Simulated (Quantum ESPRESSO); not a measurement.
# Ge (I4_1/amd) in Quantum ESPRESSO: further runs

The runs below take Ge through single point, equation of state, with PBEsol.

Program: Quantum ESPRESSO 7.5. These are calculated values, not measurements. Logs are shortened: lines on timing, memory, paths and dates and some standing lists are left out, and cuts for length are marked.

### 1 The crystal as given

It takes space group I4_1/amd (No. 141, tetragonal). Conventional cell: a = 5.149 Å, b = 5.149 Å, c = 2.795 Å, α = 90.00°, β = 90.00°, γ = 90.00°. Around Ge (site symmetry -4m2) lie 6 Ge at 2.67 to 2.79 Å.

This isn't the form of Ge at room conditions, which is diamond.

### 2 Single point, PBEsol, 17.41 Å³/atom

Contents of pw.in:

```
&CONTROL
  calculation = 'scf'
  prefix = 'pwscf'
  outdir = './tmp'
  pseudo_dir = './pseudo'
  tprnfor = .true.
  tstress = .true.
  disk_io = 'nowf'
/
&SYSTEM
  ibrav = 0
  nat = 2
  ntyp = 1
  ecutwfc = 78
  nbnd = 21
  occupations = 'smearing'
  smearing = 'fd'
  degauss = 0.00367493
/
&ELECTRONS
  conv_thr = 4d-10
  electron_maxstep = 120
  mixing_beta = 0.5
/
ATOMIC_SPECIES
Ge    72.6300 Ge.upf
CELL_PARAMETERS angstrom
  -2.5219343658    2.5219343658    1.3688860134
   2.5219343658   -2.5219343658    1.3688860134
   2.5219343658    2.5219343658   -1.3688860134
ATOMIC_POSITIONS crystal
Ge     0.5000000000    0.5000000000    0.0000000000
Ge     0.2500000000    0.7500000000    0.5000000000
K_POINTS automatic
11 11 11 0 0 0
```

Potentials or basis: PseudoDojo 0.4.1 SR PBEsol standard.

Launch:

```sh
OMP_NUM_THREADS=1 pw.x -in pw.in > pw.out
```

pw.out:

```text
This program is part of the open-source Quantum ESPRESSO suite
     for quantum simulation of materials; please cite
[... 9 lines left out ...]
     --------------------
     sticks:   dense  smooth     PW     G-vecs:    dense   smooth      PW
     Sum         867     867    277                21883    21883    3877

     Using Slab Decomposition

     bravais-lattice index     =            0
     lattice parameter (alat)  =       7.2192  a.u.
     unit-cell volume          =     235.0128 (a.u.)^3
     number of atoms/cell      =            2
     number of atomic types    =            1
     number of electrons       =        28.00
     number of Kohn-Sham states=           21
     kinetic-energy cutoff     =      78.0000  Ry
     charge density cutoff     =     312.0000  Ry
     scf convergence threshold =      4.0E-10
     mixing beta               =       0.5000
     number of iterations used =            8  plain     mixing
     Exchange-correlation= PBESOL
                           (   1   4  10   8   0   0   0)

     celldm(1)=   7.219188  celldm(2)=   0.000000  celldm(3)=   0.000000
     celldm(4)=   0.000000  celldm(5)=   0.000000  celldm(6)=   0.000000

     crystal axes: (cart. coord. in units of alat)
               a(1) = (  -0.660153   0.660153   0.358326 )
               a(2) = (   0.660153  -0.660153   0.358326 )
               a(3) = (   0.660153   0.660153  -0.358326 )

     reciprocal axes: (cart. coord. in units 2 pi/alat)
               b(1) = (  0.000000  0.757401  1.395379 )
               b(2) = (  0.757401  0.000000  1.395379 )
               b(3) = (  0.757401  0.757401  0.000000 )

     PseudoPot. # 1 for Ge read from file:
     Ge.upf
     Pseudo is Norm-conserving + core correction, Zval = 14.0
     Generated using ONCVPSP code by D. R. Hamann
     Using radial grid of 1560 points,  6 beta functions with:
                l(1) =   0
                l(2) =   0
                l(3) =   1
                l(4) =   1
                l(5) =   2
                l(6) =   2

     atomic species   valence    mass     pseudopotential
     Ge               14.00    72.63000     Ge( 1.00)

     16 Sym. Ops., with inversion, found ( 8 have fractional translation)

   Cartesian axes

     site n.     atom                  positions (alat units)
         1        Ge     tau(   1) = (   0.0000000   0.0000000   0.3583256  )
         2        Ge     tau(   2) = (   0.6601526   0.0000000   0.1791628  )

     number of k points=   126  Fermi-Dirac smearing, width (Ry)=  0.0037

     Number of k-points >= 100: set verbosity='high' to print them.

     Dense  grid:    21883 G-vectors     FFT dimensions: (  48,  48,  48)

     Initial potential from superposition of free atoms

     starting charge      27.9985, renormalised to      28.0000
     Starting wfcs are   18 randomized atomic wfcs +    3 random wfcs

     Self-consistent Calculation

     iteration #  1     ecut=    78.00 Ry     beta= 0.50
     Davidson diagonalization with overlap
     ethr =  1.00E-02,  avg # of iterations =  3.6

     Threshold (ethr) on eigenvalues was too large:
     Diagonalizing with lowered threshold

     Davidson diagonalization with overlap
     ethr =  3.14E-05,  avg # of iterations =  5.4

     total energy              =    -356.78054379 Ry
     estimated scf accuracy    <       0.00909285 Ry

     iteration #  2     ecut=    78.00 Ry     beta= 0.50
     Davidson diagonalization with overlap
     ethr =  3.25E-05,  avg # of iterations =  1.0

     total energy              =    -356.78090082 Ry
     estimated scf accuracy    <       0.00143070 Ry

     iteration #  3     ecut=    78.00 Ry     beta= 0.50
     Davidson diagonalization with overlap
     ethr =  5.11E-06,  avg # of iterations =  2.1

     total energy              =    -356.78101636 Ry
     estimated scf accuracy    <       0.00010436 Ry

     iteration #  4     ecut=    78.00 Ry     beta= 0.50
     Davidson diagonalization with overlap
     ethr =  3.73E-07,  avg # of iterations =  2.3

     total energy              =    -356.78102545 Ry
     estimated scf accuracy    <       0.00000496 Ry

     iteration #  5     ecut=    78.00 Ry     beta= 0.50
     Davidson diagonalization with overlap
     ethr =  1.77E-08,  avg # of iterations =  2.0

     total energy              =    -356.78102633 Ry
     estimated scf accuracy    <       0.00000005 Ry

     iteration #  6     ecut=    78.00 Ry     beta= 0.50
     Davidson diagonalization with overlap
     ethr =  1.78E-10,  avg # of iterations =  3.0

     total energy              =    -356.78102635 Ry
     estimated scf accuracy    <       0.00000004 Ry

     iteration #  7     ecut=    78.00 Ry     beta= 0.50
     Davidson diagonalization with overlap
     ethr =  1.40E-10,  avg # of iterations =  2.0

     total energy              =    -356.78102636 Ry
     estimated scf accuracy    <          9.7E-09 Ry

     iteration #  8     ecut=    78.00 Ry     beta= 0.50
     Davidson diagonalization with overlap
     ethr =  3.47E-11,  avg # of iterations =  2.0

     End of self-consistent calculation

     Number of k-points >= 100: set verbosity='high' to print the bands.

     the Fermi energy is    13.3415 ev

!    total energy              =    -356.78102636 Ry
     estimated scf accuracy    <          6.3E-11 Ry
     smearing contrib. (-TS)   =      -0.00055884 Ry
     internal energy E=F+TS    =    -356.78046752 Ry

     The total energy is F=E-TS. E is the sum of the following terms:
     one-electron contribution =    -129.01118297 Ry
     hartree contribution      =      87.44532859 Ry
     xc contribution           =     -86.46201332 Ry
     ewald contribution        =    -228.75259981 Ry

     convergence has been achieved in   8 iterations

     Forces acting on atoms (cartesian axes, Ry/au):

     atom    1 type  1   force =     0.00000000   -0.00000000    0.00000000
     atom    2 type  1   force =     0.00000000    0.00000000   -0.00000000

     Total force =     0.000000     Total SCF correction =     0.000000

     Computing stress (Cartesian axis) and pressure

          total   stress  (Ry/bohr**3)                   (kbar)     P=       47.90
   0.00032965  -0.00000000  -0.00000000           48.49       -0.00       -0.00
  -0.00000000   0.00032965  -0.00000000           -0.00       48.49       -0.00
  -0.00000000  -0.00000000   0.00031759           -0.00       -0.00       46.72

=------------------------------------------------------------------------------=
   JOB DONE.
=------------------------------------------------------------------------------=
```

Wall time 59 s (1 thread of AMD EPYC 9R45 (Zen 5), shared host); peak memory 0.17 GiB.

What came out:

| Item | Value |
| --- | --- |
| Free energy | -4854.2532 eV |
| Pressure | 4.8 GPa |
| Band gap on the k mesh | none (metal or under the smearing width) |

### 3 Single point, PBEsol, 17.78 Å³/atom

pw.in: that of step 2 with these lines changed.

```diff
@@ -27,5 +27,5 @@
 CELL_PARAMETERS angstrom
-  -2.5219343658    2.5219343658    1.3688860134
-   2.5219343658   -2.5219343658    1.3688860134
-   2.5219343658    2.5219343658   -1.3688860134
+  -2.5396950521    2.5396950521    1.3785263734
+   2.5396950521   -2.5396950521    1.3785263734
+   2.5396950521    2.5396950521   -1.3785263734
 ATOMIC_POSITIONS crystal
```

Potentials or basis: PseudoDojo 0.4.1 SR PBEsol standard.

Launch:

```sh
OMP_NUM_THREADS=1 pw.x -in pw.in > pw.out
```

Run time: 62 s. Hardware: 1 thread of AMD EPYC 9R45 (Zen 5), shared host; peak memory 0.17 GiB.

The run converged. Its results:

```yaml
Free_energy: -4854.2708 eV
Pressure: 2.8 GPa
Band_gap_on_the_k_mesh: none (metal or under the smearing width)
```

### 4 Single point, PBEsol, 18.15 Å³/atom

pw.in: that of step 3 with these lines changed.

```diff
@@ -27,5 +27,5 @@
 CELL_PARAMETERS angstrom
-  -2.5396950521    2.5396950521    1.3785263734
-   2.5396950521   -2.5396950521    1.3785263734
-   2.5396950521    2.5396950521   -1.3785263734
+  -2.5572107439    2.5572107439    1.3880337523
+   2.5572107439   -2.5572107439    1.3880337523
+   2.5572107439    2.5572107439   -1.3880337523
 ATOMIC_POSITIONS crystal
```

Launch:

```sh
OMP_NUM_THREADS=1 pw.x -in pw.in > pw.out
```

It took 58 s on 1 thread of AMD EPYC 9R45 (Zen 5), shared host; peak memory 0.17 GiB.

The run converged. Its results:

- Free energy: -4854.2797 eV
- Pressure: 1.0 GPa
- Band gap on the k mesh: none (metal or under the smearing width)

### 5 Single point, PBEsol, 18.52 Å³/atom

pw.in: that of step 4 with these lines changed.

```diff
@@ -27,5 +27,5 @@
 CELL_PARAMETERS angstrom
-  -2.5572107439    2.5572107439    1.3880337523
-   2.5572107439   -2.5572107439    1.3880337523
-   2.5572107439    2.5572107439   -1.3880337523
+  -2.5744897190    2.5744897190    1.3974126432
+   2.5744897190   -2.5744897190    1.3974126432
+   2.5744897190    2.5744897190   -1.3974126432
 ATOMIC_POSITIONS crystal
```

Launch:

```sh
OMP_NUM_THREADS=1 pw.x -in pw.in > pw.out
```

It took 58 s on 1 thread of AMD EPYC 9R45 (Zen 5), shared host; peak memory 0.18 GiB.

The run converged. Its results:

```
Free energy            : -4854.2808 eV
Pressure               : -0.6 GPa
Band gap on the k mesh : none (metal or under the smearing width)
```

### 6 Single point, PBEsol, 18.89 Å³/atom

pw.in: that of step 5 with these lines changed.

```diff
@@ -27,5 +27,5 @@
 CELL_PARAMETERS angstrom
-  -2.5744897190    2.5744897190    1.3974126432
-   2.5744897190   -2.5744897190    1.3974126432
-   2.5744897190    2.5744897190   -1.3974126432
+  -2.5915398167    2.5915398167    1.4066673013
+   2.5915398167   -2.5915398167    1.4066673013
+   2.5915398167    2.5915398167   -1.4066673013
 ATOMIC_POSITIONS crystal
```

Potentials or basis: PseudoDojo 0.4.1 SR PBEsol standard.

Launch:

```sh
OMP_NUM_THREADS=1 pw.x -in pw.in > pw.out
```

It took 64 s on 1 thread of AMD EPYC 9R45 (Zen 5), shared host; peak memory 0.18 GiB.

The run converged. Its results:

```
Free energy            : -4854.2748 eV
Pressure               : -2.0 GPa
Band gap on the k mesh : none (metal or under the smearing width)
```

### 7 Single point, PBEsol, 19.27 Å³/atom

pw.in: that of step 6 with these lines changed.

```diff
@@ -27,5 +27,5 @@
 CELL_PARAMETERS angstrom
-  -2.5915398167    2.5915398167    1.4066673013
-   2.5915398167   -2.5915398167    1.4066673013
-   2.5915398167    2.5915398167   -1.4066673013
+  -2.6083684688    2.6083684688    1.4158017605
+   2.6083684688   -2.6083684688    1.4158017605
+   2.6083684688    2.6083684688   -1.4158017605
 ATOMIC_POSITIONS crystal
```

Launch:

```sh
OMP_NUM_THREADS=1 pw.x -in pw.in > pw.out
```

Run time: 59 s. Hardware: 1 thread of AMD EPYC 9R45 (Zen 5), shared host; peak memory 0.18 GiB.

Results (log left out):

| Quantity | Value |
| --- | --- |
| Free energy | -4854.2625 eV |
| Pressure | -3.3 GPa |
| Band gap on the k mesh | none (metal or under the smearing width) |

### 8 Single point, PBEsol, 19.64 Å³/atom

pw.in: that of step 7 with these lines changed.

```diff
@@ -27,5 +27,5 @@
 CELL_PARAMETERS angstrom
-  -2.6083684688    2.6083684688    1.4158017605
-   2.6083684688   -2.6083684688    1.4158017605
-   2.6083684688    2.6083684688   -1.4158017605
+  -2.6249827287    2.6249827287    1.4248198492
+   2.6249827287   -2.6249827287    1.4248198492
+   2.6249827287    2.6249827287   -1.4248198492
 ATOMIC_POSITIONS crystal
```

Launch:

```sh
OMP_NUM_THREADS=1 pw.x -in pw.in > pw.out
```

It took 56 s on 1 thread of AMD EPYC 9R45 (Zen 5), shared host; peak memory 0.18 GiB.

It converged, with:

| Item | Value |
| --- | --- |
| Free energy | -4854.2445 eV |
| Pressure | -4.5 GPa |
| Band gap on the k mesh | none (metal or under the smearing width) |

### 9 Equation of state, PBEsol

Potentials or basis: PseudoDojo 0.4.1 SR PBEsol standard.

This step only gathers the single runs of the series.

What came out:

```
Equilibrium volume                        : 18.39 Å³/atom
Bulk modulus at fixed shape and positions : 79 GPa
Pressure derivative of the bulk modulus   : 4.3
```

Energy against volume, from the lowest point:
| volume (Å³/atom) | energy (meV/atom) |
| --- | --- |
| 17.413 | 13.81 |
| 17.783 | 4.99 |
| 18.154 | 0.54 |
| 18.524 | 0.00 |
| 18.895 | 2.99 |
| 19.265 | 9.14 |
| 19.636 | 18.16 |

Caveat: the cell was scaled at fixed shape and fractional positions, which overstates the stiffness of a crystal with free parameters, most of all of layers and chains.
